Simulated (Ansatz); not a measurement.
**GaP (ordered beta-tin type): the structure under pressure, part 1 of 3**

Aim: for GaP (ordered beta-tin type), follow the structure under pressure.

Program: Ansatz 0.2.0. Level of theory: DFT LDA, scalar-relativistic, plane waves, PAW. These are calculated values, not measurements.

### 1 The system as given

The structure is tetragonal, space group I-4m2 (No. 119). Conventional cell: a = 4.750 Å, b = 4.750 Å, c = 2.550 Å, α = 90.00°, β = 90.00°, γ = 90.00°. Ga (site symmetry -4m2) has 4 P at 2.46 Å and 2 Ga at 2.55 Å as nearest neighbours. P (site symmetry -4m2) has 4 Ga at 2.46 Å and 2 P at 2.55 Å as nearest neighbours.

Structure file:

```xyz
2
Lattice="-2.3750 2.3750 1.2750 2.3750 -2.3750 1.2750 2.3750 2.3750 -1.2750" Properties=species:S:1:pos:R:3 pbc="T T T"
Ga    0.0000    0.0000    0.0000
P     0.0000    2.3750    0.6375
```

### 2 Cell and atoms relaxed at 24 GPa

Input file input.yaml:

```yaml
crystal:
  lattice:
    - [-2.375, 2.375, 1.275]
    - [2.375, -2.375, 1.275]
    - [2.375, 2.375, -1.275]
  atoms:
    - { symbol: Ga, position: [0.0, 0.0, 0.0] }
    - { symbol: P, position: [0.75, 0.25, 0.5] }
scf:
  occupations: { method: gaussian, width: 0.1 }
output:
  forces: true
  stress: true
  eigenvalues: true
  write_density: true
  write_potential: true
  elf: true
  volumetric_format: npy
hamiltonian:
  xc: lda
basis:
  ecutwfc: 500
kpoints:
  mp_grid: { grid: [16, 16, 16] }
relax:
  f_tol: 0.005
  max_steps: 60
  cell: { stress_tol: 0.05, p_target: 24 }
```

Started as:

```
$ ansatz run input.yaml --threads 4 --pin off --max-ram 10240MiB --backend cpu --events-out ev --progress --plain --runs-dir out
```

The program printed:

```text
Warning: RAYON_NUM_THREADS=4 ignored (pool sized by the plan → 4); use --threads N
Engine: ansatz 0.2.0, x86_64-unknown-linux-gnu
Pseudopotentials: kind: paw
Pseudopotential: Ga, paw, valence charge 13, recommended cutoff 420 eV (normal), Ga.paw.azcp
Pseudopotential: P, paw, valence charge 5, recommended cutoff 420 eV (normal), P.paw.azcp
Functional definition: SPW92
  exchange = slater_x
  correlation = pw_c
Crystal: 2 atoms, lattice volume = 28.767 Å³
Basis set: ecut = 500 eV, 733 PW (Γ)
Bands: 13, of which v1, the nominal top of the filled ones, is band 9 counted from 1 (8 counted from 0)
Symmetry: 8 space group operations
Space group: I-4m2 (ITA 119), of the structure as read, at distance tolerance 3.1e-5 Å
k-points: 349 of 4096 (time reversal used)
Non-local potential: Ga, projectors of the file, l = 0: 2, l = 1: 2, l = 2: 3, l = 3: 1
Non-local potential: P, projectors of the file, l = 0: 2, l = 1: 2, l = 2: 2
PAW form: soft (Blöchl's): semilocal exchange-correlation on the pseudo side does not see the compensation charge
PAW frozen core: Ga, regenerated for the run's functional, and the local potential with it (the file was generated under x = pbe(κ = 0.804, μ = 0.2195149727645171), c = pbe(β = 0.06672455060314922))
PAW frozen core: P, regenerated for the run's functional, and the local potential with it (the file was generated under x = pbe(κ = 0.804, μ = 0.2195149727645171), c = pbe(β = 0.06672455060314922))
PAW one-centre angular grid: Ga, 590 points (default); XC on 64 Gauss nodes
PAW one-centre angular grid: P, 110 points (default); XC on 64 Gauss nodes
Initial density: superposition of atomic densities (neutral atoms: chi_scale 0, normalization atom), corrected by the library's trained network
Initial wavefunctions: pseudopotential atomic-orbital guess
Functional: x = slater, c = lda
SCF iter   1: F=—  HF=-4432.890833 eV  |F-HF|=—  |Δ(HF+E_count)|=         —  Δρ=6.97e-3  dr2=1.16e-2  ethr=1.77e-3  ⟨swp⟩=5.9  Hψ=28576  notcnv=0
preconditioner: auto → none  [metal: Δε(μ)=0.030 eV  Ē_g=16.221 eV  σ=0.100 eV  W_gap=0.16  n_scr=4 (ndim 8)  ℏωp=29.4 eV  f_vac=0.000  D(μ)=0.45/eV (n_scr^D=0)  sad-step TF]
SCF iter   2: F=—  HF=-4432.887373 eV  |F-HF|=—  |Δ(HF+E_count)|=   3.46e-3  Δρ=3.97e-3  dr2=4.23e-3  ethr=6.46e-5  ⟨swp⟩=1.1  Hψ=7412  notcnv=0
SCF iter   3: F=—  HF=-4432.886210 eV  |F-HF|=—  |Δ(HF+E_count)|=   1.16e-3  Δρ=8.18e-4  dr2=2.89e-4  ethr=2.35e-5  ⟨swp⟩=2.0  Hψ=5487  notcnv=0
SCF iter   4: F=—  HF=-4432.886045 eV  |F-HF|=—  |Δ(HF+E_count)|=   1.65e-4  Δρ=3.60e-4  dr2=3.48e-5  ethr=1.60e-6  ⟨swp⟩=2.0  Hψ=7629  notcnv=0
SCF iter   5: F=—  HF=-4432.886028 eV  |F-HF|=—  |Δ(HF+E_count)|=   1.62e-5  Δρ=5.11e-5  dr2=5.01e-7  ethr=1.93e-7  ⟨swp⟩=2.0  Hψ=7553  notcnv=0
SCF iter   6: F=-4432.886028 eV  HF=-4432.886028 eV  |F-HF|=6.45e-9  |Δ(HF+E_count)|=   3.61e-8  Δρ=1.44e-5  dr2=1.91e-8  ethr=5.56e-10  ⟨swp⟩=10.4  Hψ=32930  notcnv=0
SCF 1 converged in 6 iterations: F = -4432.886028 eV  dr2 = 1.91e-8
relax step   1: F+E_penalty+E_count = -4432.88602846 eV  Δ(F+E_penalty+E_count) = +0.000e0 eV  max|allowed force component| = 5.551e-17 eV/Å  Δτ_max = 0.0000 Å  P = +9.286 GPa  Ω = 28.767 Å³  (6 SCF iters, dr2 threshold 1.00e-7 eV, accepted)
Crystal: 2 atoms, lattice volume = 26.322 Å³
Basis set: ecut = 500 eV, 673 PW (Γ)
Initial density: handed on by an earlier stage of this run
Initial wavefunctions: those handed on with the density
iter 1 solved again at ethr=3.12e-5 eV; its pass at ethr=3.10e-3 eV (dr2=5.62e-3 eV) is discarded
SCF iter   1: F=—  HF=-4432.643039 eV  |F-HF|=—  |Δ(HF+E_count)|=         —  Δρ=4.95e-3  dr2=5.69e-3  ethr=3.12e-5  ⟨swp⟩=1.1  Hψ=32782  notcnv=0
preconditioner: auto → none  [metal: Δε(μ)=0.044 eV  Ē_g=16.695 eV  σ=0.100 eV  W_gap=0.24  n_scr=4 (ndim 8)  ℏωp=30.7 eV  f_vac=0.000  D(μ)=0.33/eV (n_scr^D=0)]
SCF iter   2: F=—  HF=-4432.641039 eV  |F-HF|=—  |Δ(HF+E_count)|=   2.00e-3  Δρ=1.85e-3  dr2=6.31e-4  ethr=3.12e-5  ⟨swp⟩=2.8  Hψ=7568  notcnv=0
SCF iter   3: F=—  HF=-4432.640770 eV  |F-HF|=—  |Δ(HF+E_count)|=   2.69e-4  Δρ=9.58e-4  dr2=1.56e-4  ethr=3.50e-6  ⟨swp⟩=2.0  Hψ=7613  notcnv=0
SCF iter   4: F=—  HF=-4432.640713 eV  |F-HF|=—  |Δ(HF+E_count)|=   5.78e-5  Δρ=2.27e-4  dr2=5.71e-6  ethr=8.65e-7  ⟨swp⟩=2.1  Hψ=7376  notcnv=0
SCF iter   5: F=—  HF=-4432.640711 eV  |F-HF|=—  |Δ(HF+E_count)|=   1.22e-6  Δρ=5.53e-5  dr2=3.13e-7  ethr=3.17e-8  ⟨swp⟩=2.0  Hψ=6372  notcnv=0
SCF iter   6: F=-4432.640712 eV  HF=-4432.640712 eV  |F-HF|=7.60e-10  |Δ(HF+E_count)|=   6.73e-8  Δρ=9.06e-6  dr2=7.88e-9  ethr=1.11e-9  ⟨swp⟩=9.0  Hψ=33569  notcnv=0
SCF 2 converged in 6 iterations: F = -4432.640712 eV  dr2 = 7.88e-9
relax step   2: F+E_penalty+E_count = -4432.64071152 eV  Δ(F+E_penalty+E_count) = +2.453e-1 eV  max|allowed force component| = 5.551e-17 eV/Å  Δτ_max = 0.0000 Å  P = +24.468 GPa  Ω = 26.322 Å³  energy of the carried Pulay correction = +2.221e-4 eV  (6 SCF iters, dr2 threshold 2.00e-7 eV, accepted)
Crystal: 2 atoms, lattice volume = 26.373 Å³
Basis set: ecut = 500 eV, 681 PW (Γ)
iter 1 solved again at ethr=2.77e-7 eV; its pass at ethr=3.10e-3 eV (dr2=4.99e-5 eV) is discarded
SCF iter   1: F=—  HF=-4432.650010 eV  |F-HF|=—  |Δ(HF+E_count)|=         —  Δρ=5.02e-4  dr2=6.29e-5  ethr=2.77e-7  ⟨swp⟩=2.1  Hψ=31355  notcnv=0
preconditioner: auto → none  [metal: Δε(μ)=0.029 eV  Ē_g=16.743 eV  σ=0.100 eV  W_gap=0.16  n_scr=4 (ndim 8)  ℏωp=30.7 eV  f_vac=0.000  D(μ)=0.34/eV (n_scr^D=0)]
SCF iter   2: F=—  HF=-4432.649988 eV  |F-HF|=—  |Δ(HF+E_count)|=   2.19e-5  Δρ=1.86e-4  dr2=7.53e-6  ethr=2.77e-7  ⟨swp⟩=1.8  Hψ=5255  notcnv=0
SCF iter   3: F=—  HF=-4432.649985 eV  |F-HF|=—  |Δ(HF+E_count)|=   2.61e-6  Δρ=3.79e-5  dr2=6.14e-7  ethr=4.19e-8  ⟨swp⟩=2.1  Hψ=6017  notcnv=0
SCF iter   4: F=-4432.649985 eV  HF=-4432.649985 eV  |F-HF|=2.04e-8  |Δ(HF+E_count)|=   2.43e-7  Δρ=1.36e-5  dr2=2.02e-8  ethr=1.11e-9  ⟨swp⟩=9.8  Hψ=36979  notcnv=0
SCF 3 converged in 4 iterations: F = -4432.649985 eV  dr2 = 2.02e-8
  Residual-converged pass: ⟨swp⟩=1.1  Hψ=5952  notcnv=0  max |occ|·‖R‖ = 7.1e-9 eV (tolerance 1.0e-8 eV)  dr2=2.02e-8  dr2_onsite=1.68e-8  max |Δocc| = 7.6e-10
relax step   3: F+E_penalty+E_count = -4432.64998487 eV  Δ(F+E_penalty+E_count) = -9.273e-3 eV  max|allowed force component| = 5.551e-17 eV/Å  Δτ_max = 0.0000 Å  P = +24.117 GPa  Ω = 26.373 Å³  energy of the carried Pulay correction = +2.177e-4 eV  (4 SCF iters, dr2 threshold 2.00e-7 eV, accepted)
Crystal: 2 atoms, lattice volume = 26.388 Å³
iter 1 solved again at ethr=3.82e-7 eV; its pass at ethr=3.10e-3 eV (dr2=6.87e-5 eV) is discarded
SCF iter   1: F=—  HF=-4432.652914 eV  |F-HF|=—  |Δ(HF+E_count)|=         —  Δρ=5.36e-4  dr2=8.17e-5  ethr=3.82e-7  ⟨swp⟩=2.0  Hψ=31165  notcnv=0
preconditioner: auto → none  [metal: Δε(μ)=0.021 eV  Ē_g=16.737 eV  σ=0.100 eV  W_gap=0.12  n_scr=4 (ndim 8)  ℏωp=30.7 eV  f_vac=0.000  D(μ)=0.38/eV (n_scr^D=0)]
SCF iter   2: F=—  HF=-4432.652886 eV  |F-HF|=—  |Δ(HF+E_count)|=   2.77e-5  Δρ=2.01e-4  dr2=8.68e-6  ethr=3.82e-7  ⟨swp⟩=2.0  Hψ=5361  notcnv=0
SCF iter   3: F=—  HF=-4432.652883 eV  |F-HF|=—  |Δ(HF+E_count)|=   2.68e-6  Δρ=5.99e-5  dr2=1.23e-6  ethr=4.82e-8  ⟨swp⟩=2.0  Hψ=7350  notcnv=0
SCF iter   4: F=-4432.652883 eV  HF=-4432.652883 eV  |F-HF|=2.69e-8  |Δ(HF+E_count)|=   5.61e-7  Δρ=1.75e-5  dr2=3.13e-8  ethr=1.11e-9  ⟨swp⟩=10.3  Hψ=41693  notcnv=0
SCF 4 converged in 4 iterations: F = -4432.652883 eV  dr2 = 3.13e-8
  Residual-converged pass: ⟨swp⟩=1.0  Hψ=5935  notcnv=0  max |occ|·‖R‖ = 7.0e-9 eV (tolerance 1.0e-8 eV)  dr2=3.13e-8  dr2_onsite=2.06e-8  max |Δocc| = 4.6e-11
relax step   4: F+E_penalty+E_count = -4432.65288261 eV  Δ(F+E_penalty+E_count) = -2.898e-3 eV  max|allowed force component| = 1.388e-16 eV/Å  Δτ_max = 0.0000 Å  P = +24.023 GPa  Ω = 26.388 Å³  energy of the carried Pulay correction = +2.168e-4 eV  (4 SCF iters, dr2 threshold 2.00e-7 eV, accepted)
Crystal: 2 atoms, lattice volume = 26.394 Å³
iter 1 solved again at ethr=6.61e-8 eV; its pass at ethr=3.10e-3 eV (dr2=1.19e-5 eV) is discarded
SCF iter   1: F=—  HF=-4432.653876 eV  |F-HF|=—  |Δ(HF+E_count)|=         —  Δρ=2.17e-4  dr2=1.37e-5  ethr=6.61e-8  ⟨swp⟩=2.0  Hψ=30590  notcnv=0
preconditioner: auto → none  [metal: Δε(μ)=0.008 eV  Ē_g=16.736 eV  σ=0.100 eV  W_gap=0.05  n_scr=4 (ndim 8)  ℏωp=30.7 eV  f_vac=0.000  D(μ)=0.38/eV (n_scr^D=0)]
SCF iter   2: F=—  HF=-4432.653871 eV  |F-HF|=—  |Δ(HF+E_count)|=   4.56e-6  Δρ=8.11e-5  dr2=1.39e-6  ethr=6.61e-8  ⟨swp⟩=2.0  Hψ=5332  notcnv=0
SCF iter   3: F=-4432.653870 eV  HF=-4432.653871 eV  |F-HF|=2.03e-7  |Δ(HF+E_count)|=   4.26e-7  Δρ=2.41e-5  dr2=1.86e-7  ethr=1.11e-9  ⟨swp⟩=10.2  Hψ=37103  notcnv=0
SCF 5 converged in 3 iterations: F = -4432.653870 eV  dr2 = 1.86e-7
  Residual-converged pass: ⟨swp⟩=1.1  Hψ=5961  notcnv=0  max |occ|·‖R‖ = 7.1e-9 eV (tolerance 1.0e-8 eV)  dr2=1.86e-7  dr2_onsite=8.33e-8  max |Δocc| = 1.1e-9
relax step   5: F+E_penalty+E_count = -4432.65387032 eV  Δ(F+E_penalty+E_count) = -9.877e-4 eV  max|allowed force component| = 1.249e-16 eV/Å  Δτ_max = 0.0000 Å  P = +23.982 GPa  Ω = 26.394 Å³  energy of the carried Pulay correction = +2.164e-4 eV  (3 SCF iters, dr2 threshold 2.00e-7 eV, accepted)
Initial wavefunctions: pseudopotential atomic-orbital guess (no wavefunctions were taken with the density)
iter 1 solved again at ethr=9.93e-7 eV; its pass at ethr=3.10e-3 eV (dr2=1.79e-4 eV) is discarded
SCF iter   1: F=—  HF=-4432.653668 eV  |F-HF|=—  |Δ(HF+E_count)|=         —  Δρ=5.22e-5  dr2=2.82e-7  ethr=9.93e-7  ⟨swp⟩=2.2  Hψ=38115  notcnv=0
eigensolver tolerance schedule: the retry pair's looser diagonalisation over-reported the residual by 632.18 of it (diagonalisation noise at 0.25 of the residual, at the tolerance the schedule requests for it); recorded, not acted on — ethr = c·dr2/N_el stays at c = 1.0e-1
preconditioner: auto → none  [metal: Δε(μ)=0.008 eV  Ē_g=16.737 eV  σ=0.100 eV  W_gap=0.04  n_scr=4 (ndim 8)  ℏωp=30.7 eV  f_vac=0.000  D(μ)=0.38/eV (n_scr^D=0)]
SCF iter   2: F=—  HF=-4432.653668 eV  |F-HF|=—  |Δ(HF+E_count)|=   4.07e-7  Δρ=2.34e-5  dr2=2.99e-8  ethr=1.57e-9  ⟨swp⟩=2.0  Hψ=7686  notcnv=0
SCF iter   3: F=—  HF=-4432.653668 eV  |F-HF|=—  |Δ(HF+E_count)|=   1.28e-8  Δρ=1.30e-5  dr2=9.37e-9  ethr=1.66e-10  ⟨swp⟩=2.0  Hψ=7669  notcnv=0
SCF iter   4: F=—  HF=-4432.653668 eV  |F-HF|=—  |Δ(HF+E_count)|=   6.73e-9  Δρ=1.72e-6  dr2=1.02e-10  ethr=5.21e-11  ⟨swp⟩=2.3  Hψ=7204  notcnv=0
SCF iter   5: F=-4432.653668 eV  HF=-4432.653668 eV  |F-HF|=7.28e-12  |Δ(HF+E_count)|=  1.89e-10  Δρ=4.48e-7  dr2=9.60e-12  ethr=1.00e-12  ⟨swp⟩=6.1  Hψ=21932  notcnv=0
SCF 6 converged in 5 iterations: F = -4432.653668 eV  dr2 = 9.60e-12
relax step   6: F+E_penalty+E_count = -4432.65366836 eV  Δ(F+E_penalty+E_count) = +2.020e-4 eV  max|allowed force component| = 1.388e-16 eV/Å  Δτ_max = 0.0000 Å  P = +23.981 GPa  Ω = 26.394 Å³  stress off target by 3.45e-2 GPa  SCF on the basis re-selected at this cell (its energy is not comparable with the rows above)  (5 SCF iters)
basis re-selected at this cell: Δ(F+E_penalty+E_count) = +2.020e-4 eV, ΔP = -0.001 GPa vs the last step (what re-selecting the basis moved, of the pressure what is left beyond the Pulay correction that the steps carried, after the strain that the cell walked since its last selection, with what the two solves' SCF thresholds leave and, on support functions, any second-order correction that the steps lacked; it is no measure of the basis error at this ecutwfc). This SCF's stress stands 3.45e-2 GPa from its target on what of the cell is left free (relax.cell.stress_tol is 5.00e-2 GPa) and its largest allowed force component is 1.39e-16 eV/Å (relax.f_tol is 5.00e-3 eV/Å): within both
SCF converged after 5 iterations
Free energy (F): -4432.653668 eV
Harris-Foulkes:  -4432.653668 eV  (|F-HF|=7.28e-12)
Internal energy: -4432.651768 eV  (E = F + TS)
E sigma→0 (E₀):  -4432.652718 eV
Entropy (-TS):   -0.001901 eV (-0.950 meV/atom)
Fermi energy:    13.717135 eV
--- Per-component energies (eV) ---
  E_band       = 39.909269
  E_kinetic    = 194.519722
  E_local      = -1812.948141  (includes V_loc(G=0)·N_el)
  E_nonlocal   = 461.361999
  E_hartree    = 870.514208
  E_xc         = -134.633188
  E_vxc        = -125.394044  (∫ρ·V_xc dr)
  E_paw        = -2450.928571  (= ΣΔE_a)
  E_vpaw       = -418.658628  (= ΣTr[D̂ρ^β])
  E_aug_tail   = -0.000040  (compensation charges beyond the density's cutoff)
  E_ewald      = -1562.383588
  E_core_change = 1.845831  (= ΣΔE_core)
  E_smearing   = -0.001901  (= −TS)
  E_closure    = 0.000000  (closes the sum)
  Σ components = -4432.653668   (vs F -4432.653668, Δ=0.00e0)
--- Forces (eV/Å), atoms counted from 1 ---
  atom   1  Ga     0.00000000    -0.00000000     0.00000000
  atom   2  P     -0.00000000     0.00000000     0.00000000
  max |Σ_I F_I| component: 7.63e-17 eV/Å
--- Stress (GPa, compression-positive) ---
       23.965454       0.000000       0.000000
        0.000000      23.965454       0.000000
        0.000000       0.000000      24.012507
  P = ⅓ Tr σ = 23.9811 GPa (239.811 kbar)
--- Band table (eV; the first three rows and the last of 349) ---
  k-point 0: bands = ["-2.4866", "-2.0760", "-1.8321", "-1.7707", "-1.5655", "-1.5655", "10.2410", "10.2410", "11.4199", "16.2741", "20.3238", "23.9121", "23.9121"]
  k-point 1: bands = ["-2.4439", "-2.0685", "-1.8292", "-1.7746", "-1.5650", "-1.5642", "9.4216", "10.2982", "12.0973", "16.5332", "20.2703", "22.7034", "23.5335"]
  k-point 2: bands = ["-2.3317", "-2.0325", "-1.8198", "-1.7855", "-1.5630", "-1.5606", "8.1732", "10.4682", "12.9249", "17.2922", "20.0959", "21.3962", "22.7666"]
  k-point 348: bands = ["-2.3286", "-2.1813", "-1.6245", "-1.5383", "-1.5383", "2.6904", "5.7103", "5.7103", "6.2874", "18.7932", "20.6582", "27.3712", "27.3712"]
--- Relaxed structure (5 steps of the walk, 5 accepted, 1 SCFs on fresh bases) ---
  F+E_penalty+E_count = -4432.65366836 eV   max|allowed force component| = 1.388e-16 eV/Å   (the final SCF, on the basis selected at the relaxed cell)
  cell:  # Å, volume = 26.3937 Å³
    - [-2.290653430815828, 2.290653430815828, 1.257539525890068]
    - [2.290653430815828, -2.290653430815828, 1.257539525890068]
    - [2.290653430815828, 2.290653430815828, -1.257539525890068]
  atoms:
    - { symbol: Ga, position: [-2.9681074655202286e-34, -4.845631789903077e-34, -1.771606096561388e-34] }
    - { symbol: P, position: [0.75, 0.25000000000000006, 0.5] }
```

Wall time 31 s (4 threads of Intel Xeon 6975P-C (Granite Rapids), shared host); peak memory 0.59 GiB.

Relaxation path:

| step | energy from step 1 (eV/cell) | largest force component (eV/Å) | pressure (GPa) | volume (Å³) |
| --- | --- | --- | --- | --- |
| 1 | 0.0000 | 0.0000 | 9.29 | 28.77 |
| 2 | 0.2453 | 0.0000 | 24.47 | 26.32 |
| 3 | 0.2360 | 0.0000 | 24.12 | 26.37 |
| 4 | 0.2331 | 0.0000 | 24.02 | 26.39 |
| 5 | 0.2322 | 0.0000 | 23.98 | 26.39 |
| 6 | 0.2324 | 0.0000 | 23.98 | 26.39 |

Step 1 is the start. Step 6 repeats the geometry before it on a plane-wave basis chosen anew for that cell, so its energy need not be comparable with the rows above.

Lengths and angles in the start's conventional setting:

«Before» is this run's own start.

|  | before | after | change |
| --- | --- | --- | --- |
| a (Å) | 4.750 | 4.581 | -3.6 % |
| b (Å) | 4.750 | 4.581 | -3.6 % |
| c (Å) | 2.550 | 2.515 | -1.4 % |
| volume (Å³/atom) | 14.38 | 13.20 | -8.3 % |
| shortest distance (Å) | 2.459 | 2.375 | -3.4 % |
| space group (0.01 Å) | I-4m2 | I-4m2 | same |

The run keeps the 8 symmetry operations of the start, so it could not have lowered the symmetry.

Axes a, b and c in the maps are those of this run's conventional cell (a, b, c = 4.581, 4.581, 2.515 Å).

Density in a lattice plane of the grid's cell (edges 4.58 and 2.52 Å, at 0.000 of the third edge), which holds Ga and P.

Ten even steps from ' ' (0.07 e/Å³) to '@' (52.16 e/Å³):
```
++--..                                      ..--
                                                
                                                
                                                
                                                
                                                
                                                
                                                
++--..                                      ..--
@@**::                                      ::**
```
Columns run along the first of these edges and rows up along the second, over one cell in 24 and 10 even steps from the bottom left corner. Atoms in the plane (fractional): Ga at (0.00, 0.00), P at (0.50, 0.25).

ELF in the same plane.

Values, 6 rows by 12 columns:
```
0.07 0.14 0.27 0.30 0.45 0.62 0.69 0.62 0.45 0.30 0.27 0.14
0.29 0.29 0.24 0.20 0.35 0.59 0.69 0.59 0.35 0.20 0.24 0.29
0.42 0.41 0.33 0.40 0.64 0.69 0.64 0.69 0.64 0.40 0.33 0.41
0.29 0.30 0.39 0.69 0.81 0.19 0.01 0.20 0.81 0.69 0.39 0.30
0.07 0.14 0.32 0.70 0.87 0.28 0.01 0.28 0.87 0.70 0.32 0.14
0.48 0.05 0.27 0.51 0.79 0.76 0.64 0.76 0.78 0.51 0.27 0.05
```
Columns run along the first of these edges and rows up along the second, over one cell in 12 and 6 even steps from the bottom left corner. Atoms in the plane (fractional): Ga at (0.00, 0.00), P at (0.50, 0.25).

Both are smooth fields of the valence electrons: close to the nuclei they are not physical.

Maxima of ELF outside the ion cores: 0.87 on the P–Ga line, 0.8 Å from P; 0.77 on the P–P line, 0.8 Å from P.

(Continued in part 2 of 3.)
